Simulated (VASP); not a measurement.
Crystal: CaS.

```xyz
2
Lattice="0.0000 2.8524 2.8524 2.8524 0.0000 2.8524 2.8524 2.8524 0.0000" Properties=species:S:1:pos:R:3 pbc="T T T"
Ca    0.0000    0.0000    0.0000
S     2.8524    2.8524    2.8524
```

The cell comes from a database or a generator and needn't be the stable form of this composition.

| Quantity | Value |
| --- | --- |
| Program | VASP 6.6.1 |
| Task | relaxation of cell and atoms |
| Functional | LDA |
| Potentials or basis | VASP PAW LDA potentials, release 64 (Ca_sv, S) |
| Cutoff | 600 eV |
| k mesh | 8 × 8 × 8 |
| Occupations | gaussian, width 0.02 eV |
| Spin | no spin polarisation |

At the start: pressure -4.1 GPa; volume 23.21 Å³/atom.

Problem. Where does the relaxation end?

Solution. Over 3 steps the energy falls by 21.4 meV/atom and the volume is 21.63 Å³/atom (-6.8 %); space group Fm-3m (No. 225, to 0.05 Å).

The path:
```csv
step,energy change (eV),largest force (eV/Å),pressure (GPa),volume (Å³)
1,0.0000,0.0000,-4.10,46.41
2,-0.0403,0.0000,1.17,42.54
3,-0.0429,0.0000,0.01,43.25
```

Final structure:
```
Ca S
1.0
     0.00000    2.78612    2.78612
     2.78612    0.00000    2.78612
     2.78612    2.78612    0.00000
Ca S
1 1
Direct
  0.00000 0.00000 0.00000
  0.50000 0.50000 0.50000
```
